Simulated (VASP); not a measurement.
# Mn3Sn (Fm-3m) in VASP: reference runs, part 2 of 2

VASP 6.6.1. Earlier steps stand in the parts before.

### Step 3. Single point, PBE, collinear spin, ferromagnetic start (atoms moved at random, drawn with an rms of 0.05 Å)

The input, INCAR:

```
ALGO = Normal
EDIFF = 1E-7
ENCUT = 520
GGA = PE
ISIF = 2
ISMEAR = -1
ISPIN = 2
LASPH = True
LCHARG = False
LMAXMIX = 4
LORBIT = 11
LREAL = False
LWAVE = False
MAGMOM = 0 4 4 4
NBANDS = 38
NELM = 150
PREC = Accurate
SIGMA = 0.05
```

The input, KPOINTS:

```
k-points
0
Gamma
  8 8 8
```

The input, POSCAR:

```
Mn3Sn
1.0
    0.0000000000      3.0604960000      3.0604960000
    3.0604960000      0.0000000000      3.0604960000
    3.0604960000      3.0604960000      0.0000000000
Sn Mn
1 3
Direct
    0.0029160000     -0.0100960000     -0.0004760000
    0.4944070000      0.5046010000      0.4953960000
    0.2509750000      0.2399370000      0.2702870000
    0.7410980000      0.7447340000      0.7544460000
```

Potentials or basis: VASP PAW PBE potentials, release 64 (Sn_d, Mn_pv).

Launch:

```bash
$ cat potpaw_PBE.64/Sn_d/POTCAR potpaw_PBE.64/Mn_pv/POTCAR > POTCAR
$ mpirun -np 1 vasp_std > vasp.out
```

OUTCAR:

```text
EDIFF = 1E-7
   ENCUT = 520
   GGA = PE
   ISIF = 2
   ISMEAR = -1
   ISPIN = 2
   LASPH = True
   LORBIT = 11
   LREAL = False
   NELM = 150
   PREC = Accurate

 ion  position               nearest neighbor table
   1  0.003  0.990  1.000-   3 2.58   4 2.61   3 2.65   4 2.66   3 2.66   4 2.67   4 2.67   3 2.72
                             2 3.02   2 3.03   2 3.04   2 3.08   2 3.09   2 3.10
   2  0.494  0.505  0.495-   3 2.59   3 2.60   4 2.62   4 2.64   4 2.66   3 2.68   4 2.69   3 2.74
                             1 3.02   1 3.03   1 3.04   1 3.08   1 3.09   1 3.10
   3  0.251  0.240  0.270-   1 2.58   2 2.59   2 2.60   1 2.65   1 2.66   2 2.68   1 2.72   2 2.74
                             4 2.98   4 3.03   4 3.05   4 3.08   4 3.10   4 3.14
   4  0.741  0.745  0.754-   1 2.61   2 2.62   2 2.64   1 2.66   2 2.66   1 2.67   1 2.67   2 2.69
                             3 2.98   3 3.03   3 3.05   3 3.08   3 3.10   3 3.14

  LATTYP: Found a face centered cubic cell.
 ALAT       =     6.1209920000

  Lattice vectors:

 A1 = (   0.0000000000,   3.0604960000,   3.0604960000)
 A2 = (   3.0604960000,   0.0000000000,   3.0604960000)
[... 2182 lines left out ...]
  Direction    XX          YY          ZZ          XY          YZ          ZX
  --------------------------------------------------------------------------------------
  -------------------------------------------------------------------------------------
  Total        0.3908851      0.4001564      0.4272569     -0.0306614     -0.2371649     -0.5339849
  in kB       10.9233111     11.1823959     11.9397233     -0.8568362     -6.6275892    -14.9222422
  external PRESSURE =      11.3484768 kB  Pullay stress =       0.0000000 kB

 VOLUME and BASIS-vectors are now :
 -----------------------------------------------------------------------------
  energy-cutoff  :      520.00
  volume of cell :       57.33
      direct lattice vectors                 reciprocal lattice vectors
     0.000000000  3.060496000  3.060496000    -0.163372212  0.163372212  0.163372212
     3.060496000  0.000000000  3.060496000     0.163372212 -0.163372212  0.163372212
     3.060496000  3.060496000  0.000000000     0.163372212  0.163372212 -0.163372212

 POSITION                                       TOTAL-FORCE (eV/Angst)
 -----------------------------------------------------------------------------------
      6.08864      3.06796      3.03852         0.539762      0.148309     -0.198733
      3.06049      3.02929      3.05746         0.020126      0.290085     -0.145579
      1.56154      1.59532      1.50243        -0.360869     -0.441338      0.151015
      4.58823      4.57711      4.54738        -0.199018      0.002944      0.193297
 -----------------------------------------------------------------------------------
    total drift:                               -0.000245      0.000434      0.000496

  FREE ENERGIE OF THE ION-ELECTRON SYSTEM (eV)
  ---------------------------------------------------
  free  energy   TOTEN  =       -29.8772476007 eV

  energy  without entropy=      -29.8500349230  energy(sigma->0) =      -29.86364126

 total charge

# of ion       s       p       d       tot
------------------------------------------
    1        1.086   1.412  10.087  12.585
    2        0.318   6.236   5.136  11.690
    3        0.303   6.275   5.129  11.708
    4        0.302   6.275   5.126  11.704
--------------------------------------------------
tot          2.010  20.198  25.479  47.686

 magnetization (x)

# of ion       s       p       d       tot
------------------------------------------
    1       -0.017  -0.112   0.015  -0.114
    2       -0.020  -0.004   1.550   1.526
    3        0.018   0.002   2.757   2.777
    4        0.018   0.002   2.779   2.800
--------------------------------------------------
tot         -0.001  -0.111   7.101   6.989
```

stdout:

```text
POSCAR found type information on POSCAR SnMn
 POSCAR found :  2 types and       4 ions
 scaLAPACK will be used
 LDA part: xc-table for (Slater+PW92), standard interpolation
 POSCAR, INCAR and KPOINTS ok, starting setup
 FFT: planning ... GRIDC
 FFT: planning ... GRID_SOFT
 FFT: planning ... GRID
 WAVECAR not read
 entering main loop
```

Run time: 18 min. Hardware: 1 thread of Intel Xeon Platinum 8488C (Sapphire Rapids), shared host; peak memory 0.81 GiB.

Results:

```yaml
Free_energy: -29.8772 eV
Pressure: 1.1 GPa
Largest_force: 0.594 eV/Å
Band_gap_on_the_k_mesh: none (metal or under the smearing width)
Net_moment: 7.11 μB per cell
Site_moments: Sn -0.11; Mn +1.53, +2.78, +2.80 μB
Valence_electrons_inside_the_program's_atomic_spheres: Sn 12.59; Mn 11.69, 11.71, 11.70
```

Forces on the atoms (eV/Å):
```
Sn   0.540  0.148 -0.199
Mn   0.020  0.290 -0.146
Mn  -0.361 -0.441  0.151
Mn  -0.199  0.003  0.193
```

Stress tensor (GPa, compression positive):
```
 1.09 -0.09 -1.49
-0.09  1.12 -0.66
-1.49 -0.66  1.19
```
